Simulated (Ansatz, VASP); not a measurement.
**One calculation of KI, two programs**

File INCAR:

```
PREC = Accurate
ENCUT = 520
EDIFF = 1E-6
ISMEAR = 0
SIGMA = 0.02
LREAL = F
LASPH = T
NELM = 60
ALGO = Normal
ISIF = 2
LWAVE = F
LCHARG = F
GGA = PE
NBANDS = 15
```

The input KPOINTS:

```
Automatic mesh
0
Gamma
  6 6 6
```

Contents of POSCAR:

```
KI
1.0
    0.0000000000      3.5149327435      3.5149327435
    3.5149327435      0.0000000000      3.5149327435
    3.5149327435      3.5149327435      0.0000000000
K I
1 1
Direct
    0.0000000000      0.0000000000      0.0000000000
    0.5000000000      0.5000000000      0.5000000000
```

Input for Ansatz:

```yaml
crystal:
  lattice:
    - [0.0, 3.5149327435, 3.5149327435]
    - [3.5149327435, 0.0, 3.5149327435]
    - [3.5149327435, 3.5149327435, 0.0]
  atoms:
    - { symbol: K, position: [0.0, 0.0, 0.0] }
    - { symbol: I, position: [0.5, 0.5, 0.5] }
basis:
  ecutwfc: 420
kpoints:
  mp_grid: { grid: [6, 6, 6] }
hamiltonian:
  xc: pbe
scf:
  occupations: { method: gaussian, width: 0.02 }
output:
  forces: true
  stress: true
  eigenvalues: true
```

Alike in both runs: task single point; functional PBE; k mesh 6 × 6 × 6; occupations gaussian, width 0.02 eV; no spin polarisation.

|  | VASP | Ansatz |
| --- | --- | --- |
| version | VASP 6.6.1 | Ansatz 0.2.0 |
| potentials or method | VASP PAW PBE potentials, release 64 (K_sv, I) | scalar-relativistic, plane waves, PAW |
| plane-wave cutoff (eV) | 520 | 420 |
| valence electrons in the cell | 16 | 26 |

|  | VASP | Ansatz | Ansatz less VASP |
| --- | --- | --- | --- |
| gap on the k mesh at the Fermi level (eV) | 4.00 | 4.00 | +0.004 |
| least direct gap on the mesh (eV) | 4.00 | 4.00 | +0.004 |
| pressure (GPa) | 0.8 | 0.8 | -0.04 |

The two sets of potentials don't hold the same shells in valence.

Caveats: spin-orbit coupling is left out, which moves the levels of the heavy elements. A hybrid or GW would open this gap; PBE tends to underestimate it.
